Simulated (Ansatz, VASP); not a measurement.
## CdS: VASP beside Ansatz

INCAR

```
  PREC = Accurate
  ENCUT = 600
  EDIFF = 1E-6
  ISMEAR = 0
  SIGMA = 0.02
  LREAL = False
  LASPH = True
  NELM = 100
  ALGO = Normal
  ISIF = 3
  LWAVE = False
  LCHARG = False
  IBRION = 2
  NSW = 80
  EDIFFG = -0.004
```

The input KPOINTS:

```
Automatic mesh
0
Gamma
  8 8 8
```

Contents of POSCAR:

```
CdS
1.0
    0.0000000000      2.9100000000      2.9100000000
    2.9100000000      0.0000000000      2.9100000000
    2.9100000000      2.9100000000      0.0000000000
Cd S
1 1
Direct
    0.0000000000      0.0000000000      0.0000000000
    0.2500000000      0.2500000000      0.2500000000
```

Input for Ansatz:

```yaml
crystal:
  lattice:
    - [0.0, 2.91, 2.91]
    - [2.91, 0.0, 2.91]
    - [2.91, 2.91, 0.0]
  atoms:
    - { symbol: Cd, position: [0.0, 0.0, 0.0] }
    - { symbol: S, position: [0.25, 0.25, 0.25] }
scf:
  occupations: { method: gaussian, width: 0.02 }
output:
  forces: true
  stress: true
  write_density: true
  write_potential: true
  elf: true
  volumetric_format: npy
hamiltonian:
  xc: lda
kpoints:
  mp_grid: { grid: [8, 8, 8] }
relax:
  f_tol: 0.004
  cell: { stress_tol: 0.05 }
```

Alike in both runs: task relaxation of cell and atoms; functional LDA; k mesh 8 × 8 × 8; occupations gaussian, width 0.02 eV; no spin polarisation.

|  | VASP | Ansatz |
| --- | --- | --- |
| version | VASP 6.6.1 | Ansatz 0.2.0 |
| potentials or method | VASP PAW LDA potentials, release 64 (Cd, S) | scalar-relativistic, plane waves, PAW |
| plane-wave cutoff (eV) | 600 | 420 |
| valence electrons in the cell | 18 | 26 |

|  | VASP | Ansatz | Ansatz less VASP |
| --- | --- | --- | --- |
| gap on the k mesh at the Fermi level, each at its own relaxed structure (eV) | 0.96 | 0.95 | -0.015 |
| relaxed volume (Å³/atom) | 24.02 | 23.85 | -0.172 |
| relaxed cell length with the largest relative difference (Å) | 4.081 | 4.071 | -0.0098 |
| energy change over the relaxation (meV/atom) | -3 | -5 | -2.1 |

The two sets of potentials don't hold the same shells in valence.

LDA gaps usually lie below the measured ones, often by a third to a half.
